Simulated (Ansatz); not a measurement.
# Sn: convergence and cost

Aim, for Sn: test the mixing preconditioner, then see how the SCF method moves the results.

Method: DFT PBE, scalar-relativistic, plane waves, PAW, in Ansatz 0.2.0.

2 further runs of the same task are left out: 1 for a broken database entry, 1 set aside as unsound or not needed.

## Step 1: Starting point

Symmetry: I4/mmm, No. 139, tetragonal system. Conventional cell: a = 3.182 Å, b = 3.182 Å, c = 5.831 Å, α = 90.00°, β = 90.00°, γ = 90.00°. Around Sn (site symmetry 4/mmm) lie 4 Sn at 3.18 Å.

As a file:

```cif
data_structure
_symmetry_space_group_name_H-M 'P 1'
_symmetry_Int_Tables_number 1
_cell_length_a 3.6827
_cell_length_b 3.6827
_cell_length_c 3.6827
_cell_angle_alpha 128.816
_cell_angle_beta 128.816
_cell_angle_gamma 75.306
_cell_volume 29.51
loop_
_atom_site_label
_atom_site_type_symbol
_atom_site_fract_x
_atom_site_fract_y
_atom_site_fract_z
_atom_site_occupancy
Sn1 Sn 0.00000 0.00000 0.00000 1
```

The structure comes from the Crystallography Open Database; it is used as listed.

## Step 2: The base run, which the others are set against

Input file input.yaml:

```yaml
crystal:
  lattice:
    - [-1.59075, 1.59075, 2.91565]
    - [1.59075, -1.59075, 2.91565]
    - [1.59075, 1.59075, -2.91565]
  atoms:
    - { symbol: Sn, position: [0.0, 0.0, 0.0] }
basis:
  ecutwfc: 420
kpoints:
  mp_grid: { grid: [18, 18, 18] }
hamiltonian:
  xc: pbe
scf:
  occupations: { method: gaussian, width: 0.1 }
output:
  forces: true
  stress: true
  eigenvalues: true
  populations: true
  write_density: true
  write_potential: true
  elf: true
  volumetric_format: npy
```

It was run beforehand and gave: -6024.1073 eV/atom at zero smearing, pressure -1.63 GPa, largest force 0.000 eV/Å, no gap on the mesh, in 6 SCF cycles and 10 s.

## Step 3: Mixing preconditioner: none

input.yaml: that of step 2 with these lines changed.

```diff
@@ -15,2 +15,6 @@
   occupations: { method: gaussian, width: 0.1 }
+  mixing: { preconditioner: none }
+  max_iter: 120
+  lower_state_search: "off"
+  initial_density: { chi_scale: 0, normalization: atom }
 output:
@@ -19,6 +23 @@
   eigenvalues: true
-  populations: true
-  write_density: true
-  write_potential: true
-  elf: true
-  volumetric_format: npy
```

Run with:

```bash
$ ansatz run input.yaml --threads 1 --pin off --max-ram 2560MiB --backend cpu --events-out ev --progress --plain --runs-dir out
```

The program printed, cut to the lines that bear on the results:

```text
Warning: RAYON_NUM_THREADS=1 ignored (pool sized by the plan → 1); use --threads N
[...]
Pseudopotentials: kind: paw
Pseudopotential: Sn, paw, valence charge 14, recommended cutoff 420 eV (normal), Sn.paw.azcp
Functional definition: PBE
[...]
Crystal: 1 atoms, lattice volume = 29.512 Å³
Basis set: ecut = 420 eV, 581 PW (Γ), exchange–correlation on 50×50×50 points (8 copies of the dense FFT grid, shifted against one another)
Bands: 11, of which v1, the nominal top of the filled ones, is band 7 counted from 1 (6 counted from 0)
Symmetry: 16 space group operations
Space group: I4/mmm (ITA 139), of the structure as read, at distance tolerance 3.1e-5 Å
k-points: 480 of 5832
[...]
SCF iter   1: F=—  HF=-6024.119714 eV  |F-HF|=—  |Δ(HF+E_count)|=         —  Δρ=1.02e-2  dr2=3.82e-2  ethr=3.10e-3  ⟨swp⟩=5.0  Hψ=31113  notcnv=0
[...]
SCF iter   6: F=-6024.108760 eV  HF=-6024.108760 eV  |F-HF|=5.78e-10  |Δ(HF+E_count)|=  6.00e-11  Δρ=1.68e-6  dr2=8.03e-10  ethr=4.14e-10  ⟨swp⟩=3.0  Hψ=19881  notcnv=0
[...]
SCF converged after 6 iterations
Free energy (F): -6024.108760 eV
[...]
E sigma→0 (E₀):  -6024.107292 eV
Entropy (-TS):   -0.002936 eV (-2.936 meV/atom)
Fermi energy:    9.721507 eV
[...]
--- Forces (eV/Å), atoms counted from 1 ---
  atom   1  Sn     0.00000000     0.00000000     0.00000000
[...]
--- Stress (GPa, compression-positive) ---
       -0.712262       0.000000       0.000000
        0.000000      -0.712262       0.000000
       -0.000000       0.000000      -3.477749
  P = ⅓ Tr σ = -1.6341 GPa (-16.341 kbar)
--- Band table (eV; the first three rows and the last of 480) ---
  k-point 0: bands = ["-11.9411", "-11.8604", "-11.7739", "-11.7739", "-11.6874", "-0.8764", "15.4660", "16.9749", "16.9749", "20.2584", "20.7204"]
[...]
```

Wall time 7.6 s (1 thread of Intel Xeon at 2.70GHz, shared host); peak memory 0.43 GiB.

Read-out: -6024.1073 eV/atom at zero smearing, pressure -1.63 GPa and no gap on the mesh.

## Step 4: Mixing preconditioner: kerker-dos

input.yaml: that of step 3 with these lines changed.

```diff
@@ -15,3 +15,3 @@
   occupations: { method: gaussian, width: 0.1 }
-  mixing: { preconditioner: none }
+  mixing: { preconditioner: kerker_dos }
   max_iter: 120
```

Run with:

```bash
$ ansatz run input.yaml --threads 1 --pin off --max-ram 2560MiB --backend cpu --events-out ev --progress --plain --runs-dir out
```

The program printed, cut to the lines that bear on the results:

```text
Warning: RAYON_NUM_THREADS=1 ignored (pool sized by the plan → 1); use --threads N
[...]
[... 3 set-up lines as earlier in the session ...]
[...]
Crystal: 1 atoms, lattice volume = 29.512 Å³
Basis set: ecut = 420 eV, 581 PW (Γ), exchange–correlation on 50×50×50 points (8 copies of the dense FFT grid, shifted against one another)
Bands: 11, of which v1, the nominal top of the filled ones, is band 7 counted from 1 (6 counted from 0)
[... 2 set-up lines as earlier in the session ...]
k-points: 480 of 5832
[...]
SCF iter   1: F=—  HF=-6024.119714 eV  |F-HF|=—  |Δ(HF+E_count)|=         —  Δρ=1.02e-2  dr2=3.82e-2  ethr=3.10e-3  ⟨swp⟩=5.0  Hψ=31113  notcnv=0
[...]
SCF iter   6: F=-6024.108760 eV  HF=-6024.108760 eV  |F-HF|=1.08e-9  |Δ(HF+E_count)|=   3.42e-8  Δρ=2.49e-6  dr2=2.05e-9  ethr=3.92e-10  ⟨swp⟩=2.9  Hψ=19991  notcnv=0
[...]
SCF converged after 6 iterations
Free energy (F): -6024.108760 eV
[...]
E sigma→0 (E₀):  -6024.107292 eV
Entropy (-TS):   -0.002936 eV (-2.936 meV/atom)
Fermi energy:    9.721529 eV
[...]
--- Forces (eV/Å), atoms counted from 1 ---
  atom   1  Sn     0.00000000     0.00000000     0.00000000
[...]
--- Stress (GPa, compression-positive) ---
       -0.712302       0.000000       0.000000
        0.000000      -0.712302       0.000000
        0.000000      -0.000000      -3.477690
  P = ⅓ Tr σ = -1.6341 GPa (-16.341 kbar)
--- Band table (eV; the first three rows and the last of 480) ---
  k-point 0: bands = ["-11.9410", "-11.8602", "-11.7737", "-11.7737", "-11.6872", "-0.8764", "15.4660", "16.9749", "16.9749", "20.2584", "20.7204"]
[...]
```

Run time: 7.8 s. Hardware: 1 thread of Intel Xeon at 2.70GHz, shared host; peak memory 0.43 GiB.

This run gives -6024.1073 eV/atom at zero smearing, pressure -1.63 GPa and no gap on the mesh.

## Step 5: Mixing preconditioner: ldos

input.yaml: that of step 4 with these lines changed.

```diff
@@ -15,3 +15,3 @@
   occupations: { method: gaussian, width: 0.1 }
-  mixing: { preconditioner: kerker_dos }
+  mixing: { preconditioner: ldos }
   max_iter: 120
```

Run with:

```bash
$ ansatz run input.yaml --threads 1 --pin off --max-ram 2560MiB --backend cpu --events-out ev --progress --plain --runs-dir out
```

The program printed, cut to the lines that bear on the results:

```text
Warning: RAYON_NUM_THREADS=1 ignored (pool sized by the plan → 1); use --threads N
[...]
[... 3 set-up lines as earlier in the session ...]
[...]
Crystal: 1 atoms, lattice volume = 29.512 Å³
Basis set: ecut = 420 eV, 581 PW (Γ), exchange–correlation on 50×50×50 points (8 copies of the dense FFT grid, shifted against one another)
Bands: 11, of which v1, the nominal top of the filled ones, is band 7 counted from 1 (6 counted from 0)
[... 2 set-up lines as earlier in the session ...]
k-points: 480 of 5832
[...]
SCF iter   1: F=—  HF=-6024.119714 eV  |F-HF|=—  |Δ(HF+E_count)|=         —  Δρ=1.02e-2  dr2=3.82e-2  ethr=3.10e-3  ⟨swp⟩=5.0  Hψ=31113  notcnv=0
[...]
SCF iter   7: F=-6024.108760 eV  HF=-6024.108760 eV  |F-HF|=3.35e-10  |Δ(HF+E_count)|=   3.79e-8  Δρ=9.93e-7  dr2=3.71e-10  ethr=4.63e-10  ⟨swp⟩=3.0  Hψ=19967  notcnv=0
[...]
SCF converged after 7 iterations
Free energy (F): -6024.108760 eV
[...]
E sigma→0 (E₀):  -6024.107292 eV
Entropy (-TS):   -0.002936 eV (-2.936 meV/atom)
Fermi energy:    9.721520 eV
[...]
--- Forces (eV/Å), atoms counted from 1 ---
  atom   1  Sn     0.00000000     0.00000000     0.00000000
[...]
--- Stress (GPa, compression-positive) ---
       -0.712279       0.000000       0.000000
        0.000000      -0.712279      -0.000000
       -0.000000      -0.000000      -3.477700
  P = ⅓ Tr σ = -1.6341 GPa (-16.341 kbar)
--- Band table (eV; the first three rows and the last of 480) ---
  k-point 0: bands = ["-11.9410", "-11.8603", "-11.7738", "-11.7738", "-11.6873", "-0.8764", "15.4660", "16.9749", "16.9749", "20.2584", "20.7204"]
[...]
```

Wall time 8.3 s (1 thread of Intel Xeon at 2.70GHz, shared host); peak memory 0.43 GiB.

Read-out: -6024.1073 eV/atom at zero smearing, pressure -1.63 GPa and no gap on the mesh.

## Step 6: Mixing preconditioner: local-kerker

input.yaml: that of step 5 with these lines changed.

```diff
@@ -15,3 +15,3 @@
   occupations: { method: gaussian, width: 0.1 }
-  mixing: { preconditioner: ldos }
+  mixing: { preconditioner: local_kerker }
   max_iter: 120
```

Run with:

```bash
$ ansatz run input.yaml --threads 1 --pin off --max-ram 2560MiB --backend cpu --events-out ev --progress --plain --runs-dir out
```

The program printed, cut to the lines that bear on the results:

```text
Warning: RAYON_NUM_THREADS=1 ignored (pool sized by the plan → 1); use --threads N
[...]
[... 3 set-up lines as earlier in the session ...]
[...]
Crystal: 1 atoms, lattice volume = 29.512 Å³
Basis set: ecut = 420 eV, 581 PW (Γ), exchange–correlation on 50×50×50 points (8 copies of the dense FFT grid, shifted against one another)
Bands: 11, of which v1, the nominal top of the filled ones, is band 7 counted from 1 (6 counted from 0)
[... 2 set-up lines as earlier in the session ...]
k-points: 480 of 5832
[...]
SCF iter   1: F=—  HF=-6024.119714 eV  |F-HF|=—  |Δ(HF+E_count)|=         —  Δρ=1.02e-2  dr2=3.82e-2  ethr=3.10e-3  ⟨swp⟩=5.0  Hψ=31113  notcnv=0
[...]
SCF iter   6: F=-6024.108760 eV  HF=-6024.108760 eV  |F-HF|=5.88e-9  |Δ(HF+E_count)|=   1.12e-7  Δρ=3.55e-6  dr2=6.35e-9  ethr=7.14e-10  ⟨swp⟩=6.6  Hψ=25372  notcnv=0
[...]
SCF converged after 6 iterations
Free energy (F): -6024.108760 eV
[...]
E sigma→0 (E₀):  -6024.107292 eV
Entropy (-TS):   -0.002936 eV (-2.936 meV/atom)
Fermi energy:    9.721549 eV
[...]
--- Forces (eV/Å), atoms counted from 1 ---
  atom   1  Sn     0.00000000     0.00000000     0.00000000
[...]
--- Stress (GPa, compression-positive) ---
       -0.712291       0.000000       0.000000
        0.000000      -0.712291      -0.000000
        0.000000       0.000000      -3.477693
  P = ⅓ Tr σ = -1.6341 GPa (-16.341 kbar)
--- Band table (eV; the first three rows and the last of 480) ---
  k-point 0: bands = ["-11.9409", "-11.8601", "-11.7736", "-11.7736", "-11.6871", "-0.8764", "15.4660", "16.9749", "16.9749", "20.2584", "20.7205"]
[...]
```

Wall time 6.9 s (1 thread of Intel Xeon at 2.70GHz, shared host); peak memory 0.43 GiB.

This run gives -6024.1073 eV/atom at zero smearing, pressure -1.63 GPa and no gap on the mesh.

## Step 7: What the mixing preconditioner changes

All start from plain superposed atomic densities.

```csv
mixing preconditioner,converged,SCF cycles,energy above the lowest (meV/atom),CPU time
none,yes,6,0.00,7.6 s
kerker-dos,yes,6,0.00,7.8 s
ldos,yes,7,0.00,8.3 s
local-kerker,yes,6,0.00,6.9 s
```

CPU times come from a shared host, so they are rough.

Residual dr2 (eV) at cycles 1, 3, 5 and 9:

```csv
mixing preconditioner,1,3,5,9
none,3.8e-02,2.0e-04,5.8e-08,done
kerker-dos,3.8e-02,2.0e-04,5.5e-08,done
ldos,3.8e-02,1.0e-03,6.5e-06,done
local-kerker,3.8e-02,2.0e-04,1.6e-07,done
```

## Step 8: SCF method: broyden

input.yaml: that of step 6 with these lines changed.

```diff
@@ -15,3 +15,3 @@
   occupations: { method: gaussian, width: 0.1 }
-  mixing: { preconditioner: local_kerker }
+  mixing: { algorithm: broyden }
   max_iter: 120
```

Run with:

```bash
$ ansatz run input.yaml --threads 1 --pin off --max-ram 2560MiB --backend cpu --events-out ev --progress --plain --runs-dir out
```

The program printed, cut to the lines that bear on the results:

```text
Warning: RAYON_NUM_THREADS=1 ignored (pool sized by the plan → 1); use --threads N
[...]
[... 3 set-up lines as earlier in the session ...]
[...]
Crystal: 1 atoms, lattice volume = 29.512 Å³
Basis set: ecut = 420 eV, 581 PW (Γ), exchange–correlation on 50×50×50 points (8 copies of the dense FFT grid, shifted against one another)
Bands: 11, of which v1, the nominal top of the filled ones, is band 7 counted from 1 (6 counted from 0)
[... 2 set-up lines as earlier in the session ...]
k-points: 480 of 5832
[...]
SCF iter   1: F=—  HF=-6024.119714 eV  |F-HF|=—  |Δ(HF+E_count)|=         —  Δρ=1.02e-2  dr2=3.82e-2  ethr=3.10e-3  ⟨swp⟩=5.0  Hψ=31113  notcnv=0
[...]
SCF iter   9: F=-6024.108760 eV  HF=-6024.108760 eV  |F-HF|=2.09e-9  |Δ(HF+E_count)|=   2.53e-7  Δρ=1.22e-6  dr2=3.43e-10  ethr=7.14e-10  ⟨swp⟩=3.2  Hψ=21010  notcnv=0
[...]
SCF converged after 9 iterations
Stability not checked: this state was not tested for a lower state beside it, because the mixer in use, unlike msr1, does not test its closes by its own steps (another_mixer; see scf.mixing.algorithm and scf.lower_state_search)
Free energy (F): -6024.108760 eV
[...]
E sigma→0 (E₀):  -6024.107292 eV
Entropy (-TS):   -0.002936 eV (-2.936 meV/atom)
Fermi energy:    9.721515 eV
[...]
--- Forces (eV/Å), atoms counted from 1 ---
  atom   1  Sn     0.00000000     0.00000000     0.00000000
[...]
--- Stress (GPa, compression-positive) ---
       -0.712220       0.000000       0.000000
        0.000000      -0.712220       0.000000
       -0.000000       0.000000      -3.477712
  P = ⅓ Tr σ = -1.6341 GPa (-16.341 kbar)
--- Band table (eV; the first three rows and the last of 480) ---
  k-point 0: bands = ["-11.9410", "-11.8602", "-11.7737", "-11.7737", "-11.6872", "-0.8765", "15.4660", "16.9749", "16.9749", "20.2584", "20.7204"]
[...]
```

It took 9.3 s on 1 thread of Intel Xeon at 2.70GHz, shared host; peak memory 0.43 GiB.

This run gives -6024.1073 eV/atom at zero smearing, pressure -1.63 GPa and no gap on the mesh.

## Step 9: SCF method set to msr1

input.yaml: that of step 8 with these lines changed.

```diff
@@ -15,3 +15,3 @@
   occupations: { method: gaussian, width: 0.1 }
-  mixing: { algorithm: broyden }
+  mixing: { algorithm: msr1 }
   max_iter: 120
```

Run with:

```bash
$ ansatz run input.yaml --threads 1 --pin off --max-ram 2560MiB --backend cpu --events-out ev --progress --plain --runs-dir out
```

The program printed, cut to the lines that bear on the results:

```text
Warning: RAYON_NUM_THREADS=1 ignored (pool sized by the plan → 1); use --threads N
[...]
[... 3 set-up lines as earlier in the session ...]
[...]
Crystal: 1 atoms, lattice volume = 29.512 Å³
Basis set: ecut = 420 eV, 581 PW (Γ), exchange–correlation on 50×50×50 points (8 copies of the dense FFT grid, shifted against one another)
Bands: 11, of which v1, the nominal top of the filled ones, is band 7 counted from 1 (6 counted from 0)
[... 2 set-up lines as earlier in the session ...]
k-points: 480 of 5832
[...]
SCF iter   1: F=—  HF=-6024.119714 eV  |F-HF|=—  |Δ(HF+E_count)|=         —  Δρ=1.02e-2  dr2=3.82e-2  ethr=3.10e-3  ⟨swp⟩=5.0  Hψ=31113  notcnv=0
[...]
SCF iter   6: F=-6024.108760 eV  HF=-6024.108760 eV  |F-HF|=6.60e-8  |Δ(HF+E_count)|=   2.39e-7  Δρ=1.40e-5  dr2=8.49e-8  ethr=7.14e-10  ⟨swp⟩=7.3  Hψ=26805  notcnv=0
[...]
SCF converged after 6 iterations
Free energy (F): -6024.108760 eV
[...]
E sigma→0 (E₀):  -6024.107292 eV
Entropy (-TS):   -0.002936 eV (-2.936 meV/atom)
Fermi energy:    9.721626 eV
[...]
--- Forces (eV/Å), atoms counted from 1 ---
  atom   1  Sn     0.00000000     0.00000000    -0.00000000
[...]
--- Stress (GPa, compression-positive) ---
       -0.712488       0.000000       0.000000
        0.000000      -0.712488       0.000000
        0.000000       0.000000      -3.477519
  P = ⅓ Tr σ = -1.6342 GPa (-16.342 kbar)
--- Band table (eV; the first three rows and the last of 480) ---
  k-point 0: bands = ["-11.9404", "-11.8597", "-11.7732", "-11.7732", "-11.6867", "-0.8763", "15.4661", "16.9750", "16.9750", "20.2585", "20.7205"]
[...]
```

Run time: 7.2 s. Hardware: 1 thread of Intel Xeon at 2.70GHz, shared host; peak memory 0.43 GiB.

Read-out: -6024.1073 eV/atom at zero smearing, pressure -1.63 GPa and no gap on the mesh.

## Step 10: SCF method set to direct-min

input.yaml: that of step 9 with these lines changed.

```diff
@@ -15,6 +15,3 @@
   occupations: { method: gaussian, width: 0.1 }
-  mixing: { algorithm: msr1 }
-  max_iter: 120
-  lower_state_search: "off"
-  initial_density: { chi_scale: 0, normalization: atom }
+  algorithm: direct_min
 output:
```

Run with:

```bash
$ ansatz run input.yaml --threads 1 --pin off --max-ram 2560MiB --backend cpu --events-out ev --progress --plain --runs-dir out
```

The program printed, cut to the lines that bear on the results:

```text
Warning: RAYON_NUM_THREADS=1 ignored (pool sized by the plan → 1); use --threads N
[...]
[... 3 set-up lines as earlier in the session ...]
[...]
Crystal: 1 atoms, lattice volume = 29.512 Å³
Basis set: ecut = 420 eV, 581 PW (Γ), exchange–correlation on 50×50×50 points (8 copies of the dense FFT grid, shifted against one another)
Bands: 11, of which v1, the nominal top of the filled ones, is band 7 counted from 1 (6 counted from 0)
[... 2 set-up lines as earlier in the session ...]
k-points: 480 of 5832
[...]
SCF iter   1: F=—  HF=-6024.108392 eV  |F-HF|=—  |Δ(HF+E_count)|=         —  Δρ=8.55e-4  dr2=1.54e-4  ethr=1.77e-3  ⟨swp⟩=10.3  Hψ=25143  notcnv=4
[...]
SCF converged after 4 iterations
Stability not checked: this state was not tested for a lower state beside it, because a direct minimisation reached the state, and no test of it is asked (direct_minimisation; see scf.lower_state_search)
Free energy (F): -6024.108760 eV
[...]
E sigma→0 (E₀):  -6024.107292 eV
Entropy (-TS):   -0.002936 eV (-2.936 meV/atom)
Fermi energy:    9.721514 eV
[...]
--- Forces (eV/Å), atoms counted from 1 ---
  atom   1  Sn    -0.00000000     0.00000000     0.00000000
[...]
--- Stress (GPa, compression-positive) ---
       -0.712253       0.000000      -0.000000
        0.000000      -0.712253      -0.000000
        0.000000      -0.000000      -3.477728
  P = ⅓ Tr σ = -1.6341 GPa (-16.341 kbar)
--- Band table (eV; the first three rows and the last of 480) ---
  k-point 0: bands = ["-11.9411", "-11.8603", "-11.7738", "-11.7738", "-11.6873", "-0.8764", "15.4660", "16.9749", "16.9749", "20.2584", "20.7204"]
[...]
```

It took 16 s on 1 thread of Intel Xeon at 2.70GHz, shared host; peak memory 0.61 GiB.

Result: -6024.1073 eV/atom at zero smearing, pressure -1.63 GPa and no gap on the mesh.

## Step 11: SCF method set to davidson

input.yaml: that of step 10 with these lines changed.

```diff
@@ -15,3 +15,3 @@
   occupations: { method: gaussian, width: 0.1 }
-  algorithm: direct_min
+  eigensolver: { kind: davidson }
 output:
```

Run with:

```bash
$ ansatz run input.yaml --threads 1 --pin off --max-ram 2560MiB --backend cpu --events-out ev --progress --plain --runs-dir out
```

The program printed, cut to the lines that bear on the results:

```text
Warning: RAYON_NUM_THREADS=1 ignored (pool sized by the plan → 1); use --threads N
[...]
[... 3 set-up lines as earlier in the session ...]
[...]
Crystal: 1 atoms, lattice volume = 29.512 Å³
Basis set: ecut = 420 eV, 581 PW (Γ), exchange–correlation on 50×50×50 points (8 copies of the dense FFT grid, shifted against one another)
Bands: 11, of which v1, the nominal top of the filled ones, is band 7 counted from 1 (6 counted from 0)
[... 2 set-up lines as earlier in the session ...]
k-points: 480 of 5832
[...]
SCF iter   1: F=—  HF=-6024.108392 eV  |F-HF|=—  |Δ(HF+E_count)|=         —  Δρ=8.55e-4  dr2=1.54e-4  ethr=1.77e-3  ⟨swp⟩=10.3  Hψ=25143  notcnv=4
[...]
SCF iter   6: F=-6024.108760 eV  HF=-6024.108760 eV  |F-HF|=2.30e-10  |Δ(HF+E_count)|=   2.01e-9  Δρ=1.24e-6  dr2=4.66e-10  ethr=1.96e-11  ⟨swp⟩=3.4  Hψ=12215  notcnv=0  defer=2
the search or the solves at the SCF's close seem to have found levels that the self-consistency loop had missed (the run counts 1). By its estimate they hold under 1e-12 electrons; where the run keeps them, the occupations were computed again with them
[...]
SCF converged after 6 iterations
Free energy (F): -6024.108760 eV
[...]
E sigma→0 (E₀):  -6024.107292 eV
Entropy (-TS):   -0.002936 eV (-2.936 meV/atom)
Fermi energy:    9.721520 eV
[...]
--- Forces (eV/Å), atoms counted from 1 ---
  atom   1  Sn     0.00000000     0.00000000     0.00000000
[...]
--- Stress (GPa, compression-positive) ---
       -0.712277       0.000000       0.000000
        0.000000      -0.712277      -0.000000
       -0.000000      -0.000000      -3.477715
  P = ⅓ Tr σ = -1.6341 GPa (-16.341 kbar)
--- Band table (eV; the first three rows and the last of 480) ---
  k-point 0: bands = ["-11.9410", "-11.8603", "-11.7738", "-11.7738", "-11.6873", "-0.8764", "15.4660", "16.9749", "16.9749", "20.2584", "20.7204"]
[...]
```

It took 11 s on 1 thread of Intel Xeon at 2.70GHz, shared host; peak memory 0.4 GiB.

This run gives -6024.1073 eV/atom at zero smearing, pressure -1.63 GPa and no gap on the mesh.

## Step 12: The sweep of the SCF method side by side

Broyden and MSR1 are mixers and start from plain atomic densities here; direct minimisation and the Davidson eigensolver start from the program's default start, so the two pairs are not like for like.

```csv
SCF method,converged,SCF cycles,energy above the lowest (meV/atom),CPU time
broyden,yes,9,0.00,9.3 s
msr1,yes,6,0.00,7.2 s
direct-min,yes,4,0.00,16 s
davidson,yes,6,0.00,11 s
```

The times were taken beside other jobs on the same host; read them as orders of magnitude.

Residual dr2 (eV) at cycles 1, 3, 5 and 9:

```csv
SCF method,1,3,5,9
broyden,3.8e-02,2.9e-04,2.3e-05,3.4e-10
msr1,3.8e-02,4.0e-04,7.6e-07,done
direct-min,1.5e-04,3.7e-08,done,done
davidson,1.5e-04,4.0e-07,2.7e-09,done
```

## Step 13: Results

| quantity | value |
| --- | --- |
| fewest cycles, mixing preconditioner | 6 with none, kerker-dos and local-kerker |
| fewest cycles, SCF method | 4 with direct-min |

In words: Cycles by mixing preconditioner: 6 for none, kerker-dos and local-kerker, up to 7 for ldos. A difference of one cycle can be an accident of the threshold. The converged energies agree, as they must where the state is the same. Cycles by SCF method: 4 for direct-min, up to 9 for broyden. Cycles differ in cost: the least time, 7.2 s, goes to msr1, and the two pairs had different starts. All converged runs end on the same energy: here the setting changes the path, not the answer.
